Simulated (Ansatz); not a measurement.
# NiSi: opening a crack plane

NiSi, Pmmn, a = 3.055 Å, b = 3.258 Å, c = 4.709 Å. This isn't the usual stable structure of the compound. Ansatz: PBE, PAW, 420 eV, Γ-centred 15×14×4 mesh on 12 atoms, Gaussian smearing 0.15 eV; no spin polarisation. One cut on (001) per cell of 12 atoms is opened rigidly by x, between planes of Ni and Ni that stand 1.48 Å apart; y is the energy per area (9.955 Å², 1 eV/Å² = 16.02 J/m²).

| x (Å) | y (J/m²) |
| --- | --- |
| 0.00 | 0.000 |
| 0.25 | 0.300 |
| 0.50 | 0.854 |
| 1.00 | 1.887 |
| 1.50 | 2.573 |
| 2.00 | ? |
| 3.00 | 3.273 |
| 4.50 | 3.346 |
| 6.00 | 3.352 |

**Question.** Fit the universal binding curve y = W[1 − (1 + x/l) e^(−x/l)] to the other rows, give the peak stress, and predict the missing value.

**Answer.** Least squares gives W = 3.35 J/m² and l = 0.527 Å. The stress dy/dx peaks at x = l with W/(e l) = 23.4 GPa, for rigid faces. At x = 2.00: x/l = 3.795, y = 2.989 J/m². The run gave 2.965 J/m², so the fit is 0.024 J/m² too high, within twice the rms miss on the fitted rows (0.019 J/m²).

Cost: 10 runs of about 17 core-minutes in all, on Intel Xeon (Ice Lake) (shared hosts).